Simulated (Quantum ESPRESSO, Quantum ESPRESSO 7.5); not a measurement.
# 2H-WSe2, 1 layer, rectangular cell, stepped through strain along the second axis

Wanted: a table for 2H-WSe2, 1 layer, rectangular cell against strain along the second axis, and what can be fitted to it.

Method: plane-wave DFT, PBE, GBRV ultrasoft pseudopotentials, in Quantum ESPRESSO 7.5.

## Step 1: Starting point

The cell holds 6 atoms: 4 Se and 2 W. Cell: a = 3.320 Å, b = 5.750 Å, c = 18.740 Å, α = 90.0°, β = 90.0°, γ = 90.0°. It derives from WSe2. Vacuum lies along c.

Set-up: Cell and atoms are first relaxed; each strained cell is then held, the other axis too, and the atoms relax in it. A periodic run with 15 Å of vacuum in the starting cell gives the vacuum levels, and bands follow along a path.

Members -2, -1, 0, 1 and 2 took the same steps and show in the table alone.

## Step 2: Variable-cell relaxation of the reference

What the set-up leaves free in this member is relaxed.

Contents of ref.relax.in:

```
&control
  prefix = 'ref.relax'
  outdir = './out'
  pseudo_dir = './pseudo'
  nstep = 80
  forc_conv_thr = 0.0004
  calculation = 'vc-relax'
  etot_conv_thr = 1e-06
/
&system
  ibrav = 0
  nat = 6
  ntyp = 2
  ecutwfc = 50
  ecutrho = 250
  occupations = 'smearing'
  smearing = 'fd'
  degauss = 0.004
/
&electrons
  conv_thr = 1e-09
  mixing_beta = 0.4
  electron_maxstep = 120
  mixing_mode = 'plain'
/
&ions
/
&cell
  cell_dofree = '2Dxy'
  press_conv_thr = 0.3
/
ATOMIC_SPECIES
  Se  78.9710  se_pbe_v1.uspp.F.UPF
  W   183.8400  w_pbe_v1.2.uspp.F.UPF
CELL_PARAMETERS angstrom
  3.32000000000000 0.00000000000000 0.00000000000000
  0.00000000000000 5.75040868112867 0.00000000000000
  0.00000000000000 0.00000000000000 18.74034793390490
ATOMIC_POSITIONS crystal
  Se  0.999999999900 0.333333333400 0.400206016796
  Se  0.500000000000 0.833333333400 0.400206016796
  W   0.000000000000 0.000000000000 0.500000000000
  W   0.500000000000 0.500000000000 0.500000000000
  Se  0.999999999900 0.333333333400 0.599793983204
  Se  0.500000000000 0.833333333400 0.599793983204
K_POINTS automatic
  10 6 1 0 0 0
```

Command:

```console
$ OMP_NUM_THREADS=1 mpirun -n 4 pw.x -nk 4 -in ref.relax.in > ref.relax.out
```

What it wrote:

```text
Program PWSCF v.7.5 starts
[citation notice left out]

     Parallel version (MPI & OpenMP), running on       4 processor cores
     Number of MPI processes:                 4
     Threads/MPI process:                     1

     MPI processes distributed on     1 nodes
[...]
Current dimensions of program PWSCF are:
     Max number of different atomic species (ntypx) = 10
     Max number of k-points (npk) =  40000
     Max angular momentum in pseudopotentials (lmaxx) =  4
     Found identity + ( -0.5000 -0.5000  0.0000) symmetry
     This is a supercell, fractional translations are disabled
     Message from routine setup:
     using ibrav=0 with symmetry is DISCOURAGED, use correct ibrav instead

     K-points division:     npool     =       4
     Subspace diagonalization in iterative solution of the eigenvalue problem:
     a serial algorithm will be used

     G-vector sticks info
     --------------------
     sticks:   dense  smooth     PW     G-vecs:    dense   smooth      PW
     Sum        1353    1089    325               161191   115323   18295

     Using Slab Decomposition

     bravais-lattice index     =            0
     lattice parameter (alat)  =       6.2739  a.u.
     unit-cell volume          =    2414.4101 (a.u.)^3
     number of atoms/cell      =            6
     number of atomic types    =            2
     number of electrons       =        52.00
     number of Kohn-Sham states=           31
     kinetic-energy cutoff     =      50.0000  Ry
     charge density cutoff     =     250.0000  Ry
     scf convergence threshold =      1.0E-09
     mixing beta               =       0.4000
     number of iterations used =            8  plain     mixing
     energy convergence thresh.=      1.0E-06
     force convergence thresh. =      4.0E-04
     press convergence thresh. =      3.0E-01
     Exchange-correlation= SLA  PW   PBE  PBE
                           (   1   4   3   4   0   0   0)
     nstep                     =           80

     celldm(1)=   6.273891  celldm(2)=   0.000000  celldm(3)=   0.000000
     celldm(4)=   0.000000  celldm(5)=   0.000000  celldm(6)=   0.000000

     crystal axes: (cart. coord. in units of alat)
               a(1) = (   1.000000   0.000000   0.000000 )
               a(2) = (   0.000000   1.732051   0.000000 )
               a(3) = (   0.000000   0.000000   5.644683 )

     reciprocal axes: (cart. coord. in units 2 pi/alat)
               b(1) = (  1.000000  0.000000  0.000000 )
               b(2) = (  0.000000  0.577350  0.000000 )
               b(3) = (  0.000000  0.000000  0.177158 )

     PseudoPot. # 1 for Se read from file:
     ./pseudo/se_pbe_v1.uspp.F.UPF
     Pseudo is Ultrasoft + core correction, Zval =  6.0
     Generated by new atomic code, or converted to UPF format
     Using radial grid of  877 points,  6 beta functions with:
                l(1) =   0
                l(2) =   0
                l(3) =   1
                l(4) =   1
                l(5) =   2
                l(6) =   2
     Q(r) pseudized with  8 coefficients,  rinner =    1.300   1.300   1.300
                                                       1.300   1.300

     PseudoPot. # 2 for W  read from file:
     ./pseudo/w_pbe_v1.2.uspp.F.UPF
     Pseudo is Ultrasoft + core correction, Zval = 14.0
     Generated by new atomic code, or converted to UPF format
     Using radial grid of  923 points,  8 beta functions with:
                l(1) =   0
                l(2) =   0
                l(3) =   0
                l(4) =   1
                l(5) =   1
                l(6) =   2
                l(7) =   2
                l(8) =   3
     Q(r) pseudized with  6 coefficients,  rinner =    1.350   1.350   1.350
                                                       1.350   1.350   1.350
                                                       1.350

     atomic species   valence    mass     pseudopotential
     Se                6.00    78.97100     Se( 1.00)
     W                14.00   183.84000     W ( 1.00)

      4 Sym. Ops. (no inversion) found

   Cartesian axes

     site n.     atom                  positions (alat units)
         1        Se     tau(   1) = (   1.0000000   0.5773503   2.2590361  )
         2        Se     tau(   2) = (   0.5000000   1.4433757   2.2590361  )
         3        W      tau(   3) = (   0.0000000   0.0000000   2.8223416  )
         4        W      tau(   4) = (   0.5000000   0.8660254   2.8223416  )
         5        Se     tau(   5) = (   1.0000000   0.5773503   3.3856470  )
         6        Se     tau(   6) = (   0.5000000   1.4433757   3.3856470  )

     number of k points=    24  Fermi-Dirac smearing, width (Ry)=  0.0040
                       cart. coord. in units 2pi/alat
        k(    1) = (   0.0000000   0.0000000   0.0000000), wk =   0.0333333
        k(    2) = (   0.0000000   0.0962250   0.0000000), wk =   0.0666667
        k(    3) = (   0.0000000   0.1924501   0.0000000), wk =   0.0666667
        k(    4) = (   0.0000000  -0.2886751   0.0000000), wk =   0.0333333
        k(    5) = (   0.1000000   0.0000000   0.0000000), wk =   0.0666667
        k(    6) = (   0.1000000   0.0962250   0.0000000), wk =   0.1333333
        k(    7) = (   0.1000000   0.1924501   0.0000000), wk =   0.1333333
        k(    8) = (   0.1000000  -0.2886751   0.0000000), wk =   0.0666667
        k(    9) = (   0.2000000   0.0000000   0.0000000), wk =   0.0666667
        k(   10) = (   0.2000000   0.0962250   0.0000000), wk =   0.1333333
[...]
k(   24) = (  -0.5000000  -0.2886751   0.0000000), wk =   0.0333333

     Dense  grid:   161191 G-vectors     FFT dimensions: (  32,  60, 180)

     Smooth grid:   115323 G-vectors     FFT dimensions: (  30,  50, 160)

     Estimated max dynamical RAM per process >     432.47 MB

     Estimated total dynamical RAM >       1.57 GB

     Check: negative core charge=   -0.000001

     Initial potential from superposition of free atoms

     starting charge      51.7990, renormalised to      52.0000

     negative rho (up, down):  1.301E-01 0.000E+00
     Starting wfcs are   42 randomized atomic wfcs

     total cpu time spent up to now is        3.8 secs

     per-process dynamical memory:   174.5 Mb

     Self-consistent Calculation

     iteration #  1     ecut=    50.00 Ry     beta= 0.40
     Davidson diagonalization with overlap
     ethr =  1.00E-02,  avg # of iterations =  2.0

     Threshold (ethr) on eigenvalues was too large:
     Diagonalizing with lowered threshold

     Davidson diagonalization with overlap
[...]
atom    6 type  1   force =     0.00000000   -0.00000155   -0.07385316

     Total force =     0.147707     Total SCF correction =     0.000017

     Computing stress (Cartesian axis) and pressure

     negative rho (up, down):  1.381E-01 0.000E+00
          total   stress  (Ry/bohr**3)                   (kbar)     P=      -32.64
  -0.00011874   0.00000000   0.00000000          -17.47        0.00        0.00
   0.00000000  -0.00011875   0.00000000            0.00      -17.47        0.00
   0.00000000   0.00000000  -0.00042824            0.00        0.00      -63.00

     Energy error            =      3.7E-02 Ry
     Gradient error          =      7.4E-02 Ry/Bohr
     Cell gradient error     =      1.7E+01 kbar

     number of scf cycles    =   2
     number of bfgs steps    =   1

     enthalpy           old  =    -492.8628960929 Ry
     enthalpy           new  =    -492.8996896460 Ry

     CASE: enthalpy          _new < enthalpy          _old

     new trust radius        =       0.1070706419 bohr
     new conv_thr            =       0.0000000010 Ry

     new unit-cell volume =   2371.89657 a.u.^3 (   351.47881 Ang^3 )
     density =      3.22945 g/cm^3

CELL_PARAMETERS (angstrom)
   3.290641414   0.000000000   0.000000000
   0.000000000   5.699554851   0.000000000
   0.000000000   0.000000000  18.740347934

ATOMIC_POSITIONS (crystal)
Se               0.9999999999        0.3333330224        0.4059779263
Se               0.5000000000        0.8333330185        0.4059779252
W                0.0000000000        0.0000004476        0.5000000000
W                0.5000000000        0.5000008041        0.5000000000
Se               0.9999999999        0.3333330224        0.5940220737
Se               0.5000000000        0.8333330185        0.5940220748

[...]
NEW-OLD atomic charge density approx. for the potential
     New effective cutoffs (rho, wfc):  254.26   50.89

     negative rho (up, down):  1.379E-01 0.000E+00

     total cpu time spent up to now is      191.7 secs

     per-process dynamical memory:   216.5 Mb

     Self-consistent Calculation

     iteration #  1     ecut=    50.00 Ry     beta= 0.40
     Davidson diagonalization with overlap
     ethr =  1.00E-06,  avg # of iterations =  9.5

     negative rho (up, down):  1.379E-01 0.000E+00

     total cpu time spent up to now is      205.4 secs

     total energy              =    -492.92455356 Ry
     estimated scf accuracy    <       0.00535286 Ry

[...]
iteration # 12     ecut=    50.00 Ry     beta= 0.40
[...]
negative rho (up, down):  1.378E-01 0.000E+00

[...]
End of self-consistent calculation

[...]
the Fermi energy is     1.1681 ev

!    total energy              =    -492.92659038 Ry
     estimated scf accuracy    <          3.7E-10 Ry
     smearing contrib. (-TS)   =      -0.00000003 Ry
     internal energy E=F+TS    =    -492.92659035 Ry

     The total energy is F=E-TS. E is the sum of the following terms:
     one-electron contribution =   -1789.69221014 Ry
     hartree contribution      =     896.56557237 Ry
     xc contribution           =    -201.19347244 Ry
     ewald contribution        =     601.39351986 Ry

     convergence has been achieved in  12 iterations

     negative rho (up, down):  1.378E-01 0.000E+00

     Forces acting on atoms (cartesian axes, Ry/au):

     atom    1 type  1   force =     0.00000000    0.00000062    0.04308471
     atom    2 type  1   force =     0.00000000    0.00000003    0.04308394
     atom    3 type  2   force =     0.00000000    0.00000047    0.00000000
     atom    4 type  2   force =     0.00000000   -0.00000176    0.00000000
     atom    5 type  1   force =     0.00000000    0.00000062   -0.04308471
     atom    6 type  1   force =     0.00000000    0.00000003   -0.04308394

     Total force =     0.086169     Total SCF correction =     0.000040

     Computing stress (Cartesian axis) and pressure

     negative rho (up, down):  1.378E-01 0.000E+00
          total   stress  (Ry/bohr**3)                   (kbar)     P=      -15.88
  -0.00003910   0.00000000   0.00000000           -5.75        0.00        0.00
   0.00000000  -0.00003909   0.00000000            0.00       -5.75        0.00
   0.00000000   0.00000000  -0.00024559            0.00        0.00      -36.13

     Energy error            =      2.7E-02 Ry
     Gradient error          =      4.3E-02 Ry/Bohr
     Cell gradient error     =      5.8E+00 kbar

     number of scf cycles    =   3
     number of bfgs steps    =   2

     enthalpy           old  =    -492.8996896460 Ry
     enthalpy           new  =    -492.9265903842 Ry

     CASE: enthalpy          _new < enthalpy          _old

     new trust radius        =       0.1438663481 bohr
     new conv_thr            =       0.0000000010 Ry

     new unit-cell volume =   2352.62388 a.u.^3 (   348.62289 Ang^3 )
     density =      3.25591 g/cm^3

CELL_PARAMETERS (angstrom)
   3.277244565   0.000000000   0.000000000
   0.000000000   5.676353047   0.000000000
   0.000000000   0.000000000  18.740347934

ATOMIC_POSITIONS (crystal)
Se               0.9999999999        0.3333331118        0.4100403265
Se               0.5000000000        0.8333329398        0.4100402698
W                0.0000000000        0.0000006115        0.5000000000
W                0.5000000000        0.5000006188        0.5000000000
Se               0.9999999999        0.3333331118        0.5899596735
Se               0.5000000000        0.8333329398        0.5899597302

[...]
NEW-OLD atomic charge density approx. for the potential
     New effective cutoffs (rho, wfc):  256.29   51.31

     negative rho (up, down):  1.376E-01 0.000E+00

     total cpu time spent up to now is      278.5 secs

     per-process dynamical memory:   216.5 Mb

[...]
!    total energy              =    -492.93725507 Ry
[...]
Total force =     0.013321     Total SCF correction =     0.000057
[...]
number of bfgs steps    =   3
[...]
new trust radius        =       0.0210218249 bohr
[...]
!    total energy              =    -492.93809044 Ry
[...]
Total force =     0.005215     Total SCF correction =     0.000010
[...]
number of bfgs steps    =   4
[...]
new trust radius        =       0.0214328295 bohr
[...]
!    total energy              =    -492.93854838 Ry
[...]
Total force =     0.008329     Total SCF correction =     0.000005
[...]
number of bfgs steps    =   5
[...]
new trust radius        =       0.0321492287 bohr
[...]
!    total energy              =    -492.93910728 Ry
[...]
Total force =     0.007530     Total SCF correction =     0.000004
[...]
number of bfgs steps    =   6
[...]
new trust radius        =       0.0461817987 bohr
[...]
Self-consistent Calculation

     iteration #  1     ecut=    50.00 Ry     beta= 0.40
     Davidson diagonalization with overlap
     ethr =  1.00E-06,  avg # of iterations =  5.3

     negative rho (up, down):  1.383E-01 0.000E+00

     total cpu time spent up to now is      601.7 secs

     total energy              =    -492.93942267 Ry
     estimated scf accuracy    <       0.00009241 Ry

     iteration #  2     ecut=    50.00 Ry     beta= 0.40
[...]
negative rho (up, down):  1.383E-01 0.000E+00

[...]
total energy              =    -492.93944727 Ry
     estimated scf accuracy    <       0.00020884 Ry

     iteration #  3     ecut=    50.00 Ry     beta= 0.40
[...]
negative rho (up, down):  1.382E-01 0.000E+00

[...]
[key lines of the parts left out:]
the Fermi energy is     1.1645 ev
convergence has been achieved in  11 iterations
```

The job ended after 15 min (4 MPI ranks of Arm Neoverse V1, shared host; peak memory 1.8 GiB; 61 min of CPU time).

Step by step:

```
step  energy less that of the first step (eV)  largest force (eV/Å)  volume (Å³)
   1                                   0.0000                2.5026       357.78
   2                                  -0.5006                1.8988       354.53
   3                                  -0.8666                1.1078       351.48
   4                                  -1.0117                0.1713       348.62
   5                                  -1.0231                0.0670       350.12
   6                                  -1.0293                0.1071       351.67
   7                                  -1.0369                0.0968       353.99
   8                                  -1.0419                0.0253       357.34
   9                                  -1.0419                0.0063       357.42
  10                                  -1.0419                0.0001       357.37
  11                                  -1.0418                0.0001       357.37
```

```
cell as run  before  after  change
      a (Å)   3.320  3.318  -0.1 %
      b (Å)   5.750  5.747  -0.1 %
```

The atoms that moved most (Å, along periodic axes as changes of fractional coordinates times the final cell, across vacuum about the mean position):

```
atom     dx     dy      dz  length
 Se2  0.000  0.000   0.190   0.190
 Se6  0.000  0.000  -0.190   0.190
 Se5  0.000  0.000  -0.190   0.190
 Se1  0.000  0.000   0.190   0.190
```

Final coordinates:

```xyz
6
Lattice="3.3181 0.0000 0.0000 0.0000 5.7472 0.0000 0.0000 0.0000 18.7403" Properties=species:S:1:pos:R:3
Se    3.3181    1.9157    7.6898
Se    1.6591    4.7893    7.6898
W     0.0000    0.0000    9.3702
W     1.6591    2.8736    9.3702
Se    3.3181    1.9157   11.0505
Se    1.6591    4.7893   11.0505
```

 The last row is no step: it is a fresh SCF in the final cell with a new plane-wave basis, +0 meV from the row before.

Read from the output:

* free energy: -6706.7831 eV
* Fermi energy: 1.093 eV

[end of part 1 of 7]

[Logs are printed without paths, hosts, clocks, repeated set-up lines and the standing remarks that a program may print on its own settings, such as how far it seeks lower states.]

[Hosts, paths, dates, database ids (printed as entryN), source tags and the programs' standing remarks are cut or masked in the printed files.]

[Maps of the electrostatic potential energy from Ansatz leave out the sawtooth potential of an applied field or a dipole correction, so their vacuum need not be flat; planar profiles and work functions include it.]
